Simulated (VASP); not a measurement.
# Sn (I4_1/amd) in VASP: further runs

Runs on Sn. Level: PBE+D3(BJ). Tasks: relaxation of shape and atoms at fixed volume.

Everything below comes from runs of VASP 6.6.1. Logs are shortened: lines on timing, memory, paths and dates and some standing lists are left out, and cuts for length are marked.

## Step 1: The undisturbed crystal

It takes space group I4_1/amd (No. 141, tetragonal). Conventional cell: a = 5.839 Å, b = 5.839 Å, c = 3.188 Å, α = 90.00°, β = 90.00°, γ = 90.00°. Sn (site symmetry -4m2) has 6 Sn at 3.03 to 3.19 Å as nearest neighbours.

## Step 2: Relaxation of shape and atoms at fixed volume, PBE+D3(BJ) (a relaxed cell with its volume scaled by 1.04)

Input file INCAR:

```
PREC = Accurate ; ENCUT = 600
EDIFF = 1E-7 ; ISMEAR = 0
SIGMA = 0.03 ; LREAL = F
LASPH = T ; NELM = 80
ALGO = Fast ; ISIF = 4
LWAVE = F ; LCHARG = F
GGA = PE ; IVDW = 12
IBRION = 2 ; NSW = 40
EDIFFG = -0.01
```

Input file KPOINTS:

```
regular mesh
0
Gamma
  12 12 12
```

Input file POSCAR:

```
Sn                                      
1.0
   -2.9633488756      2.9633488756      1.6090666403
    2.9633488756     -2.9633488756      1.6090666403
    2.9633488756      2.9633488756     -1.6090666403
  Sn            
     2
Direct
     0.0000000000000000    0.0000000000000000    0.0000000000000000
     0.7500000000000000    0.2500000000000000    0.5000000000000000
```

Potentials or basis: VASP PAW PBE potentials, release 64 (Sn_d).

Run with:

```
$ cat potpaw_PBE.64/Sn_d/POTCAR > POTCAR
$ mpirun -np 1 vasp_std > vasp.out
```

OUTCAR:

```text
PREC = Accurate
   ENCUT = 600
   EDIFF = 1E-7
   ISMEAR = 0
   LREAL = F
   LASPH = T
   NELM = 80
   ISIF = 4
   GGA = PE
   IVDW = 12
   IBRION = 2
   NSW = 40
   EDIFFG = -0.01
 IVDW          = 12

 ion  position               nearest neighbor table
   1  0.000  0.000  0.000-   2 3.07   2 3.07   2 3.07   2 3.07
   2  0.750  0.250  0.500-   1 3.07   1 3.07   1 3.07   1 3.07

  LATTYP: Found a body centered tetragonal cell.
 ALAT       =     5.9266977512
 C/A-ratio  =     0.5429892692

  Lattice vectors:

 A1 = (  -2.9633488756,   2.9633488756,   1.6090666403)
 A2 = (   2.9633488756,  -2.9633488756,   1.6090666403)
 A3 = (   2.9633488756,   2.9633488756,  -1.6090666403)

Analysis of symmetry for initial positions (statically):
=====================================================================
 Subroutine PRICEL returns:
 Original cell was already a primitive cell.

 Routine SETGRP: Setting up the symmetry group for a
 body centered tetragonal supercell.

 Subroutine GETGRP returns: Found 16 space group operations
 (whereof  8 operations were pure point group operations)
 out of a pool of 16 trial point group operations.

The static configuration has the point symmetry D_2d.
 The point group associated with its full space group is D_4h.

Analysis of symmetry for dynamics (positions and initial velocities):
=====================================================================
 Subroutine PRICEL returns:
 Original cell was already a primitive cell.

 Routine SETGRP: Setting up the symmetry group for a
 body centered tetragonal supercell.

 Subroutine GETGRP returns: Found 16 space group operations
 (whereof  8 operations were pure point group operations)
 out of a pool of 16 trial point group operations.

The dynamic configuration has the point symmetry D_2d.
 The point group associated with its full space group is D_4h.

 Subroutine INISYM returns: Found 16 space group operations
 (whereof  8 operations are pure point group operations),
 and found     1 'primitive' translations

----------------------------------------------------------------------------------------

                                     Primitive cell

  volume of cell :      56.5197

  direct lattice vectors                    reciprocal lattice vectors
    -2.963348876  2.963348876  1.609066640     0.000000000  0.168728024  0.310739150
     2.963348876 -2.963348876  1.609066640     0.168728024  0.000000000  0.310739150
     2.963348876  2.963348876 -1.609066640     0.168728024  0.168728024  0.000000000

  length of vectors
     4.489094404  4.489094404  4.489094404     0.353592937  0.353592937  0.238617460

  position of ions in fractional coordinates (direct lattice)
     0.000000000  0.000000000  0.000000000
     0.750000000  0.250000000  0.500000000

  ion indices of the primitive-cell ions
   primitive index   ion index
                 1           1
                 2           2

----------------------------------------------------------------------------------------

 KPOINTS: regular mesh

Automatic generation of k-mesh.
 Grid dimensions read from file:
 generate k-points for:   12   12   12

 Generating k-lattice:

  Cartesian coordinates                     Fractional coordinates (reciprocal lattice)
     0.000000000  0.014060669  0.025894929     0.083333333  0.000000000  0.000000000
     0.014060669  0.000000000  0.025894929     0.000000000  0.083333333  0.000000000
     0.014060669  0.014060669  0.000000000     0.000000000  0.000000000  0.083333333

  Length of vectors
     0.029466078  0.029466078  0.019884788

  Shift w.r.t. Gamma in fractional coordinates (k-lattice)
     0.000000000  0.000000000  0.000000000

 Subroutine IBZKPT returns following result:
 ===========================================

 Found    163 irreducible k-points:

 Following reciprocal coordinates:
            Coordinates               Weight
  0.000000  0.000000  0.000000      1.000000
  0.083333  0.000000 -0.000000      8.000000
  0.166667  0.000000  0.000000      8.000000
  0.250000 -0.000000  0.000000      8.000000
  0.333333  0.000000  0.000000      8.000000
  0.416667  0.000000 -0.000000      8.000000
[... 16 lines left out ...]
  0.500000  0.166667 -0.000000     16.000000
 -0.416667  0.166667  0.000000     16.000000
 [... further k-points ...]
   k-points           NKPTS =    163   k-points in BZ     NKDIM =    163   number of bands    NBANDS=     18
   number of dos      NEDOS =    301   number of ions     NIONS =      2
   total plane-waves  NPLWV =  46656
   dimension x,y,z NGX =    36 NGY =   36 NGZ =   36
   dimension x,y,z NGXF=    72 NGYF=   72 NGZF=   72
   ions per type =               2
   NGX,Y,Z   is equivalent  to a cutoff of  13.33, 13.33, 13.33 a.u.
   NGXF,Y,Z  is equivalent  to a cutoff of  26.66, 26.66, 26.66 a.u.
 SYSTEM =  unknown system
   PREC   = accura    normal or accurate (medium, high low for compatibility)
   ISTART =      0    job   : 0-new  1-cont  2-samecut
   ICHARG =      2    charge: 1-file 2-atom 10-const
   ISPIN  =      1    spin polarized calculation?
   LNONCOLLINEAR =      F non collinear calculations
   LSORBIT =      F    spin-orbit coupling
   LASPH  =      T    aspherical Exc in radial PAW
   ENCUT  =  600.0 eV  44.10 Ry    6.64 a.u.   8.97  8.97  8.97*2*pi/ulx,y,z
   NELM   =     80;   NELMIN=  2; NELMDL= -5     # of ELM steps
   EDIFF  = 0.1E-06   stopping-criterion for ELM
   LREAL  =      F    real-space projection
   EDIFFG = -.1E-01   stopping-criterion for IOM
   NSW    =     40    number of steps for IOM
   IBRION =      2    ionic relax: 0-MD 1-quasi-New 2-CG
   NFREE  =      1    steps in history (QN), initial steepest desc. (CG)
   ISIF   =      4    stress and relaxation
   ISYM   =      2    0-nonsym 1-usesym 2-fastsym
   POTIM  = 0.5000    time-step for ionic-motion
   TEBEG  =    0.0;   TEEND  =   0.0 temperature during run
   PSTRESS=    0.0 pullay stress
   NELECT =      28.0000    total number of electrons
   NUPDOWN=      -1.0000    fix difference up-down
   EMIN   =  10.00;   EMAX   =-10.00  energy-range for DOS
   EFERMI =   0.00;   METHOD = LEGACY
   ISMEAR =     0;   SIGMA  =   0.03  broadening in eV -4-tet -1-fermi 0-gaus
   EFERMI_NEDOS =   21; number of points for ismear=-14 and -15
   IALGO  =     68    algorithm
   IMIX   =      4    mixing-type and parameters
     AMIX     =   0.40;   BMIX     =  1.00
     AMIX_MAG =   1.60;   BMIX_MAG =  1.00
  volume/ion in A,a.u.               =      28.26       190.71
  Fermi-wavevector in a.u.,A,eV,Ry     =   1.295371  2.447897 22.830401  1.677987
  Thomas-Fermi vector in A             =   2.426895
   LORBIT       =      0    0 simple, 1 ext, 2 COOP (PROOUT), +10 PAW based schemes
   GGA     = PE    functional components
   LHFCALC =     F    Hartree Fock is set to
   AEXX    =    0.0000 exact exchange contribution
   IVDW    =    12    specifies the selected vdW correction
   LEPSILON=     F    determine dielectric tensor
   LRPA    =     F    only Hartree local field effects (RPA)
 conjugate gradient relaxation of ions
 non-spin polarized calculation
 RMM-DIIS sequential band-by-band and
 Gauss-broadening in eV      SIGMA  =   0.03
  energy-cutoff  :      600.00
  volume of cell :       56.52
 maximum number of plane-waves:      1950
   NGX = 17   NGY = 17   NGZ = 17

--------------------------------------- Ionic step        1  -------------------------------------------

 number of electron      27.9999989 magnetization

 Free energy of the ion-electron system (eV)
  ---------------------------------------------------
  ext. energy  EPLUGINS =         0.00000000
  ---------------------------------------------------
  free energy    TOTEN  =        -7.61206128 eV

  energy without entropy =       -7.61160375  energy(sigma->0) =       -7.61183251

------------------------ aborting loop because EDIFF is reached ----------------------------------------

 Edisp (eV)   -0.74839

 E8    (eV) :    -0.3620

  FORCE on cell =-STRESS in cart. coord.  units (eV):
  Direction    XX          YY          ZZ          XY          YZ          ZX
  --------------------------------------------------------------------------------------
  -------------------------------------------------------------------------------------
  Total      -0.70448    -0.70448    -0.61771     0.00000     0.00000     0.00000
  in kB     -19.96998   -19.96998   -17.51025     0.00000     0.00000     0.00000
  external pressure =      -19.15 kB  Pullay stress =        0.00 kB
[... 61 lines left out ...]
  energy  without entropy=       -8.3600899784  energy(sigma->0) =       -8.36030901

--------------------------------------- Ionic step        3  -------------------------------------------

 number of electron      27.9999989 magnetization

 Free energy of the ion-electron system (eV)
  ---------------------------------------------------
  ext. energy  EPLUGINS =         0.00000000
  ---------------------------------------------------
  free energy    TOTEN  =        -7.61214314 eV

  energy without entropy =       -7.61170263  energy(sigma->0) =       -7.61192288

 E-fermi :   7.4802     XC(G=0): -10.1158

 val. band max:        7.4699001179   @ k =  -0.3333  -0.4167   0.0833
 cond. band min:       7.4928638031   @ k =   0.4167   0.4167  -0.0000
 fundamental gap:      0.0229636852
 Fermi energy:         7.4802174303

 k-point     1 :       0.0000    0.0000    0.0000
  band No.  band energies     occupation
      1     -14.1191      2.00000
      2     -14.0471      2.00000
      3     -14.0050      2.00000
      4     -13.9970      2.00000
      5     -13.8664      2.00000
      6     -13.8664      2.00000
[... 10 lines left out ...]
     17      13.5087      0.00000
     18      14.0585      0.00000
[... 466 lines left out ...]
      2     -13.9823      2.00000
      3     -13.9694      2.00000
      4     -13.9451      2.00000
      5     -13.9096      2.00000
      6     -13.8853      2.00000
[... 10 lines left out ...]
     17      10.3920      0.00000
     18      12.6990      0.00000

 [... further k-points ...]

------------------------ aborting loop because EDIFF is reached ----------------------------------------

 Edisp (eV)   -0.74840

 E8    (eV) :    -0.3620

  FORCE on cell =-STRESS in cart. coord.  units (eV):
  Direction    XX          YY          ZZ          XY          YZ          ZX
  --------------------------------------------------------------------------------------
  -------------------------------------------------------------------------------------
  Total      -0.66952    -0.66952    -0.67615     0.00000     0.00000     0.00000
  in kB     -18.97902   -18.97902   -19.16706     0.00000     0.00000     0.00000
  external pressure =      -19.04 kB  Pullay stress =        0.00 kB
[... 17 lines left out ...]
  FREE ENERGIE OF THE ION-ELECTRON SYSTEM (eV)
  ---------------------------------------------------
  free  energy   TOTEN  =        -8.3605391789 eV

  energy  without entropy=       -8.3600986701  energy(sigma->0) =       -8.36031892

 reached required accuracy - stopping structural energy minimisation
```

Wall time 2.5 min (1 thread of Intel Xeon 6975P-C (Granite Rapids), shared host); peak memory 0.34 GiB.

Results:

- Free energy: -8.3605 eV
- Energy gained by relaxing: 0.0 meV/atom
- Ionic steps: 3
- Pressure after relaxing: -1.9 GPa
- Band gap on the k mesh: none (metal or under the smearing width)
- Dispersion energy per atom: -0.374 eV

Final structure:
```xyz
2
Lattice="-2.9600 2.9600 1.6127 2.9600 -2.9600 1.6127 2.9600 2.9600 -1.6127" Properties=species:S:1:pos:R:3 pbc="T T T"
Sn    0.0000    0.0000    0.0000
Sn    0.0000    2.9600    0.8064
```

Caveat: pairwise dispersion overbinds metals, which lowers pressure and volume.

## Step 3: Relaxation of shape and atoms at fixed volume, PBE+D3(BJ) (a relaxed cell with its volume scaled by 1.06)

INCAR is that of step 2.

KPOINTS is that of step 2.

Input file POSCAR:

```
Sn                                      
1.0
   -2.9822242181      2.9822242181      1.6193157488
    2.9822242181     -2.9822242181      1.6193157488
    2.9822242181      2.9822242181     -1.6193157488
  Sn            
     2
Direct
     0.0000000000000000    0.0000000000000000    0.0000000000000000
     0.7500000000000000    0.2500000000000000    0.5000000000000000
```

Potentials or basis: VASP PAW PBE potentials, release 64 (Sn_d).

Run with:

```
$ cat potpaw_PBE.64/Sn_d/POTCAR > POTCAR
$ mpirun -np 1 vasp_std > vasp.out
```

OUTCAR:

```text
PREC = Accurate
   ENCUT = 600
   EDIFF = 1E-7
   ISMEAR = 0
   LREAL = F
   LASPH = T
   NELM = 80
   ISIF = 4
   GGA = PE
   IVDW = 12
   IBRION = 2
   NSW = 40
   EDIFFG = -0.01
 IVDW          = 12

 ion  position               nearest neighbor table
   1  0.000  0.000  0.000-   2 3.09   2 3.09   2 3.09   2 3.09
   2  0.750  0.250  0.500-   1 3.09   1 3.09   1 3.09   1 3.09

  LATTYP: Found a body centered tetragonal cell.
 ALAT       =     5.9644484362
 C/A-ratio  =     0.5429892692

  Lattice vectors:

 A1 = (  -2.9822242181,   2.9822242181,   1.6193157488)
 A2 = (   2.9822242181,  -2.9822242181,   1.6193157488)
 A3 = (   2.9822242181,   2.9822242181,  -1.6193157488)

Analysis of symmetry for initial positions (statically):
=====================================================================
 Subroutine PRICEL returns:
 Original cell was already a primitive cell.

 Routine SETGRP: Setting up the symmetry group for a
 body centered tetragonal supercell.

 Subroutine GETGRP returns: Found 16 space group operations
 (whereof  8 operations were pure point group operations)
 out of a pool of 16 trial point group operations.

The static configuration has the point symmetry D_2d.
 The point group associated with its full space group is D_4h.

Analysis of symmetry for dynamics (positions and initial velocities):
[... 148 lines left out ...]
  volume of cell :       57.61
 maximum number of plane-waves:      1954
   NGX = 19   NGY = 19   NGZ = 19

--------------------------------------- Ionic step        1  -------------------------------------------

 number of electron      27.9999996 magnetization

 Free energy of the ion-electron system (eV)
  ---------------------------------------------------
  ext. energy  EPLUGINS =         0.00000000
  ---------------------------------------------------
  free energy    TOTEN  =        -7.61055403 eV

  energy without entropy =       -7.61011781  energy(sigma->0) =       -7.61033592

------------------------ aborting loop because EDIFF is reached ----------------------------------------

 Edisp (eV)   -0.73431

 E8    (eV) :    -0.3553
[... 71 lines left out ...]
--------------------------------------- Ionic step        3  -------------------------------------------

 number of electron      27.9999996 magnetization

 Free energy of the ion-electron system (eV)
  ---------------------------------------------------
  ext. energy  EPLUGINS =         0.00000000
  ---------------------------------------------------
  free energy    TOTEN  =        -7.61062677 eV

  energy without entropy =       -7.61011569  energy(sigma->0) =       -7.61037123

 E-fermi :   7.2637     XC(G=0): -10.0277

 val. band max:        7.2398744680   @ k =  -0.2500   0.2500   0.2500
 cond. band min:       7.2713678777   @ k =  -0.3333  -0.4167   0.0833
 fundamental gap:      0.0314934097
 Fermi energy:         7.2636507050

 k-point     1 :       0.0000    0.0000    0.0000
  band No.  band energies     occupation
      1     -14.3193      2.00000
      2     -14.2530      2.00000
      3     -14.2105      2.00000
      4     -14.2049      2.00000
      5     -14.0822      2.00000
      6     -14.0822      2.00000
[... 481 lines left out ...]
      5     -14.1225      2.00000
      6     -14.0994      2.00000
[... 10 lines left out ...]
     17      10.1231      0.00000
     18      12.4067      0.00000

 [... further k-points ...]

------------------------ aborting loop because EDIFF is reached ----------------------------------------

 Edisp (eV)   -0.73433

 E8    (eV) :    -0.3554
[... 25 lines left out ...]
  FREE ENERGIE OF THE ION-ELECTRON SYSTEM (eV)
  ---------------------------------------------------
  free  energy   TOTEN  =        -8.3449550596 eV

  energy  without entropy=       -8.3444439765  energy(sigma->0) =       -8.34469952

 reached required accuracy - stopping structural energy minimisation
```

OSZICAR:

```text
N       E                     dE             d eps       ncg     rms          rms(c)
DAV:   1     0.209672105308E+03    0.20967E+03   -0.16245E+04  5868   0.258E+03
DAV:   2     0.114948167898E+02   -0.19818E+03   -0.19593E+03  5876   0.470E+02
DAV:   3    -0.703966003074E+01   -0.18534E+02   -0.18317E+02  6770   0.145E+02
[... 26 lines left out ...]
RMM:   4    -0.761062562002E+01   -0.11445E-05   -0.33700E-05  6614   0.711E-02    0.450E-03
RMM:   5    -0.761062643759E+01   -0.81757E-06   -0.10750E-05  6968   0.331E-02    0.972E-04
RMM:   6    -0.761062664244E+01   -0.20486E-06   -0.20969E-06  6894   0.152E-02    0.463E-04
RMM:   7    -0.761062675892E+01   -0.11647E-06   -0.51340E-07  4658   0.657E-03    0.277E-04
RMM:   8    -0.761062677130E+01   -0.12383E-07   -0.11008E-07  3986   0.370E-03
   3 F= -.83449551E+01 E0= -.83446995E+01  d E =-.874655E-04
```

Run time: 2.7 min. Hardware: 1 thread of Intel Xeon 6975P-C (Granite Rapids), shared host; peak memory 0.34 GiB.

What came out:

- Free energy: -8.3450 eV
- Energy gained by relaxing: 0.0 meV/atom
- Ionic steps: 3
- Pressure after relaxing: -2.7 GPa
- Band gap on the k mesh: none (metal or under the smearing width)
- Dispersion energy per atom: -0.367 eV

Final structure:
```cif
data_structure
_symmetry_space_group_name_H-M 'P 1'
_symmetry_Int_Tables_number 1
_cell_length_a 4.5144
_cell_length_b 4.5144
_cell_length_c 4.5144
_cell_angle_alpha 97.428
_cell_angle_beta 97.428
_cell_angle_gamma 137.855
_cell_volume 57.61
loop_
_atom_site_label
_atom_site_type_symbol
_atom_site_fract_x
_atom_site_fract_y
_atom_site_fract_z
_atom_site_occupancy
Sn1 Sn 0.00000 0.00000 0.00000 1
Sn2 Sn 0.75000 0.25000 0.50000 1
```

Caveat: pairwise dispersion overbinds metals, which lowers pressure and volume.
